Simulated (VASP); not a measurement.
# SnTe (Fm-3m) in VASP: a series of runs

The runs below take SnTe through single point, with PBE.

Everything below comes from runs of VASP 6.6.1. Logs are shortened: lines on timing, memory, paths and dates and some standing lists are left out, and cuts for length are marked.

## 1. The structure

Symmetry: Fm-3m, No. 225, cubic system. Conventional cell: a = 6.302 Å, b = 6.302 Å, c = 6.302 Å, α = 90.00°, β = 90.00°, γ = 90.00°. Te (site symmetry m-3m) has 6 Sn at 3.15 Å as nearest neighbours. Sn (site symmetry m-3m) is surrounded by 6 Te at 3.15 Å.

## 2. Single point, PBE

Input file INCAR:

```
SYSTEM = SnTe
ADDGRID  = .False.      
ALGO     = Normal         ! electronic algorithm
EDIFF    = 1E-7           ! SCF threshold, eV
ENCUT    = 460            ! plane-wave cutoff, eV
GGA      = PE             ! functional
ISIF     = 2              ! what is computed and relaxed
ISMEAR   = 0              ! smearing method
LASPH    = .True.         ! aspherical terms in the spheres
LCHARG   = .False.        ! write CHGCAR
LREAL    = .False.        ! projectors in reciprocal space
LWAVE    = .False.        ! write WAVECAR
NELM     = 100            ! most SCF steps
PREC     = Accurate       ! precision mode
SIGMA    = 0.1            ! smearing width, eV
```

Input file KPOINTS:

```
k-points
0
Gamma
  4 4 4
  0 0 0
```

Input file POSCAR:

```
SnTe
1.0
    0.0000000000      3.1508500000      3.1508500000
    3.1508500000      0.0000000000      3.1508500000
    3.1508500000      3.1508500000      0.0000000000
Te Sn
1 1
Direct
    0.5000000000      0.5000000000      0.5000000000
    0.0000000000      0.0000000000      0.0000000000
```

Potentials or basis: VASP PAW PBE potentials, release 64 (Te, Sn_d).

On the command line:

```sh
$ cat potpaw_PBE.64/Te/POTCAR potpaw_PBE.64/Sn_d/POTCAR > POTCAR
$ mpirun -np 1 vasp_std > vasp.out
```

OUTCAR:

```text
SYSTEM = SnTe
   EDIFF = 1E-7
   ENCUT = 460
   GGA = PE
   ISIF = 2
   ISMEAR = 0
   LASPH = .True.
   LREAL = .False.
   NELM = 100
   PREC = Accurate

 Found      8 irreducible k-points:

 Following reciprocal coordinates:
            Coordinates               Weight
  0.000000  0.000000  0.000000      1.000000
  0.250000  0.000000  0.000000      8.000000
  0.500000  0.000000  0.000000      4.000000
  0.250000  0.250000  0.000000      6.000000
  0.500000  0.250000  0.000000     24.000000
 -0.250000  0.250000  0.000000     12.000000
   k-points           NKPTS =      8   k-points in BZ     NKDIM =      8   number of bands    NBANDS=     14
   number of dos      NEDOS =    301   number of ions     NIONS =      2
   total plane-waves  NPLWV =  32768
   dimension x,y,z NGX =    32 NGY =   32 NGZ =   32
   dimension x,y,z NGXF=    64 NGYF=   64 NGZF=   64
   ions per type =               1   1
   NGX,Y,Z   is equivalent  to a cutoff of  11.94, 11.94, 11.94 a.u.
   NGXF,Y,Z  is equivalent  to a cutoff of  23.88, 23.88, 23.88 a.u.
 SYSTEM =  SnTe
   PREC   = accura    normal or accurate (medium, high low for compatibility)
   ISTART =      0    job   : 0-new  1-cont  2-samecut
   ICHARG =      2    charge: 1-file 2-atom 10-const
   ISPIN  =      1    spin polarized calculation?
   LNONCOLLINEAR =      F non collinear calculations
   LSORBIT =      F    spin-orbit coupling
   LASPH  =      T    aspherical Exc in radial PAW
   ENCUT  =  460.0 eV  33.81 Ry    5.81 a.u.   7.79  7.79  7.79*2*pi/ulx,y,z
   NELM   =    100;   NELMIN=  2; NELMDL= -5     # of ELM steps
   EDIFF  = 0.1E-06   stopping-criterion for ELM
   LREAL  =      F    real-space projection
   EDIFFG = 0.1E-05   stopping-criterion for IOM
   NSW    =      0    number of steps for IOM
   IBRION =     -1    ionic relax: 0-MD 1-quasi-New 2-CG
   NFREE  =      0    steps in history (QN), initial steepest desc. (CG)
   ISIF   =      2    stress and relaxation
   ISYM   =      2    0-nonsym 1-usesym 2-fastsym
   POTIM  = 0.5000    time-step for ionic-motion
   TEBEG  =    0.0;   TEEND  =   0.0 temperature during run
   PSTRESS=    0.0 pullay stress
   NELECT =      20.0000    total number of electrons
   NUPDOWN=      -1.0000    fix difference up-down
   EMIN   =  10.00;   EMAX   =-10.00  energy-range for DOS
   EFERMI =   0.00;   METHOD = LEGACY
   ISMEAR =     0;   SIGMA  =   0.10  broadening in eV -4-tet -1-fermi 0-gaus
   EFERMI_NEDOS =   21; number of points for ismear=-14 and -15
   IALGO  =     38    algorithm
   IMIX   =      4    mixing-type and parameters
     AMIX     =   0.40;   BMIX     =  1.00
     AMIX_MAG =   1.60;   BMIX_MAG =  1.00
  volume/ion in A,a.u.               =      31.28       211.10
  Fermi-wavevector in a.u.,A,eV,Ry     =   1.119387  2.115336 17.048485  1.253028
  Thomas-Fermi vector in A             =   2.256026
   LORBIT       =      0    0 simple, 1 ext, 2 COOP (PROOUT), +10 PAW based schemes
   GGA     = PE    functional components
   LHFCALC =     F    Hartree Fock is set to
   AEXX    =    0.0000 exact exchange contribution
   IVDW    =     0    specifies the selected vdW correction
   LEPSILON=     F    determine dielectric tensor
   LRPA    =     F    only Hartree local field effects (RPA)
 non-spin polarized calculation
 Gauss-broadening in eV      SIGMA  =   0.10
  energy-cutoff  :      460.00
  volume of cell :       62.56
 maximum number of plane-waves:      1424
   NGX = 15   NGY = 15   NGZ = 15

 number of electron      20.0000011 magnetization

 Free energy of the ion-electron system (eV)
  ---------------------------------------------------
  ext. energy  EPLUGINS =         0.00000000
  ---------------------------------------------------
  free energy    TOTEN  =        -7.54515785 eV

  energy without entropy =       -7.53954733  energy(sigma->0) =       -7.54235259

 E-fermi :   6.9951     XC(G=0):  -9.5135

 val. band max:        6.9472405635   @ k =   0.5000   0.0000   0.0000
 cond. band min:       7.0429042315   @ k =   0.5000   0.0000   0.0000
 fundamental gap:      0.0956636680
 Fermi energy:         6.9950713617

 k-point     1 :       0.0000    0.0000    0.0000
  band No.  band energies     occupation
      1     -14.9930      2.00000
      2     -14.9930      2.00000
      3     -14.9857      2.00000
      4     -14.9857      2.00000
      5     -14.9857      2.00000
      6      -5.8722      2.00000
      7       2.2532      2.00000
      8       4.7911      2.00000
      9       4.7911      2.00000
     10       4.7911      2.00000
     11      10.2899      0.00000
     12      10.2899      0.00000
     13      10.2899      0.00000
     14      11.6941      0.00000

 k-point     2 :       0.2500    0.0000    0.0000
  band No.  band energies     occupation
      1     -14.9953      2.00000
      2     -14.9953      2.00000
      3     -14.9848      2.00000
      4     -14.9824      2.00000
      5     -14.9824      2.00000
      6      -5.3712      2.00000
      7       0.2639      2.00000
      8       4.8973      2.00000
      9       4.8973      2.00000
     10       5.9857      2.00000
     11       8.5110      0.00000
     12       8.5110      0.00000
     13       8.5777      0.00000
     14      12.0615      0.00000

 k-point     3 :       0.5000    0.0000    0.0000
  band No.  band energies     occupation
      1     -14.9980      2.00000
      2     -14.9980      2.00000
      3     -14.9841      2.00000
      4     -14.9788      2.00000
      5     -14.9788      2.00000
      6      -4.5943      2.00000
      7      -1.3984      2.00000
      8       5.1269      2.00000
      9       5.1269      2.00000
     10       6.9472      1.50123
     11       7.0429      0.49875
     12       7.3085      0.00001
     13       7.3085      0.00001
     14      14.7080      0.00000

 k-point     4 :       0.2500    0.2500    0.0000
  band No.  band energies     occupation
      1     -15.0009      2.00000
      2     -14.9906      2.00000
      3     -14.9876      2.00000
      4     -14.9804      2.00000
      5     -14.9804      2.00000
      6      -5.2138      2.00000
      7       0.5833      2.00000
      8       3.8797      2.00000
      9       3.8797      2.00000
     10       4.9018      2.00000
     11       8.9717      0.00000
     12       9.9347      0.00000
     13      10.8122      0.00000
     14      10.8122      0.00000

 k-point     5 :       0.5000    0.2500    0.0000
  band No.  band energies     occupation
      1     -15.0038      2.00000
      2     -14.9929      2.00000
      3     -14.9854      2.00000
      4     -14.9786      2.00000
      5     -14.9772      2.00000
      6      -4.4663      2.00000
      7      -0.6819      2.00000
      8       2.8065      2.00000
      9       3.8670      2.00000
     10       4.4739      2.00000
     11       9.5783      0.00000
     12       9.5819      0.00000
     13      11.0264      0.00000
     14      11.1804      0.00000

 k-point     6 :      -0.2500    0.2500    0.0000
  band No.  band energies     occupation
      1     -14.9984      2.00000
      2     -14.9966      2.00000
      3     -14.9826      2.00000
      4     -14.9805      2.00000
      5     -14.9801      2.00000
      6      -4.7103      2.00000
      7      -0.6368      2.00000
      8       2.8402      2.00000
      9       4.9288      2.00000
     10       5.9316      2.00000
     11       7.8634      0.00000
     12       8.1114      0.00000
     13      11.0703      0.00000
     14      12.8939      0.00000

 [... further k-points ...]

------------------------ aborting loop because EDIFF is reached ----------------------------------------

  FORCE on cell =-STRESS in cart. coord.  units (eV):
  Direction    XX          YY          ZZ          XY          YZ          ZX
  --------------------------------------------------------------------------------------
  -------------------------------------------------------------------------------------
  Total        0.6928782      0.6928782      0.6928782     -0.0000000      0.0000000      0.0000000
  in kB       17.7441139     17.7441139     17.7441139     -0.0000000      0.0000000      0.0000000
  external PRESSURE =      17.7441139 kB  Pullay stress =       0.0000000 kB

 VOLUME and BASIS-vectors are now :
 -----------------------------------------------------------------------------
  energy-cutoff  :      460.00
  volume of cell :       62.56
      direct lattice vectors                 reciprocal lattice vectors
     0.000000000  3.150850000  3.150850000    -0.158687338  0.158687338  0.158687338
     3.150850000  0.000000000  3.150850000     0.158687338 -0.158687338  0.158687338
     3.150850000  3.150850000  0.000000000     0.158687338  0.158687338 -0.158687338

 POSITION                                       TOTAL-FORCE (eV/Angst)
 -----------------------------------------------------------------------------------
      3.15085      3.15085      3.15085        -0.000000     -0.000000     -0.000000
      0.00000      0.00000      0.00000         0.000000      0.000000      0.000000
 -----------------------------------------------------------------------------------
    total drift:                                0.000000     -0.000000     -0.000000

  FREE ENERGIE OF THE ION-ELECTRON SYSTEM (eV)
  ---------------------------------------------------
  free  energy   TOTEN  =        -7.5451578538 eV

  energy  without entropy=       -7.5395473348  energy(sigma->0) =       -7.54235259
```

Run time: 5.6 s. Hardware: 1 thread of Intel Xeon Platinum 8488C (Sapphire Rapids), shared host; peak memory 0.17 GiB.

The run converged, but some of its settings lie outside the range that counts as converged, so its numbers aren't taken as properties of the crystal.

What came out:

* Free energy: -7.5452 eV
* Pressure: 1.8 GPa
* Band gap on the k mesh: 0.10 eV, direct

Caveat: the k mesh is coarse (spacing up to 0.43 Å⁻¹), so the values aren't converged; spin-orbit coupling is left out, which moves the levels of the heavy elements.

[end of part 1 of 2]
